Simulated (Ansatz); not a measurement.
Skutterudite CoSb3 was calculated with r²SCAN+rVV10 (Ansatz, a first-principles code, PAW).

Settings: plane-wave cutoff 560 eV, 6×6×6 k mesh, Fermi–Dirac smearing 0.01 eV, no spin polarisation, scalar-relativistic PAW data made under PBE.

A third-order Birch–Murnaghan fit to the energies gives V0 = 22.934 Å³/atom, B0 = 95.9 GPa, B′ = 4.8.

| V (Å³/atom) | P (GPa) |
|---|---|
| 22.017 | (withheld) |
| 22.475 | (withheld) |
| 22.934 | 0.00 |
| 23.393 | (withheld) |
| 23.851 | (withheld) |

Q: Estimate the withheld pressures from this fit; the answers are the runs' own values.

A: 
- 22.017, P (GPa): 4.32
- 22.475, P (GPa): 2.03
- 23.393, P (GPa): -1.81
- 23.851, P (GPa): -3.42

The formula P = (3/2) B0 (x^(7/3) − x^(5/3)) [1 + (3/4)(B′ − 4)(x^(2/3) − 1)] with x = V0/V meets the computed pressures within 0.01 GPa when these rounded values are put in.

Shape and atoms are relaxed at each volume.

Measured, for comparison: bulk modulus 95 ± 5 GPa (room temperature, not corrected to a static lattice, our sources range from 85.0 to 95.0; as tabulated in Alexeev et al. (2016), arXiv:1601.07731); equilibrium volume per atom 23.06 Å³/atom (room temperature, not corrected to a static lattice; as tabulated in Alexeev et al. (2016), arXiv:1601.07731). Computed (rounded) less measured: bulk modulus +0.9 % (+0.9 % to +13 % over the range), equilibrium volume per atom -0.6 %. A static lattice is as a rule a little smaller and stiffer than an uncorrected measurement, which narrows the difference in the equilibrium volume per atom and would widen misses of the other sign.

Note: the bulk modulus comes from volumes at which shape and atoms were relaxed.

Spin–orbit coupling is not included.

Static lattice: no zero-point or thermal effects.
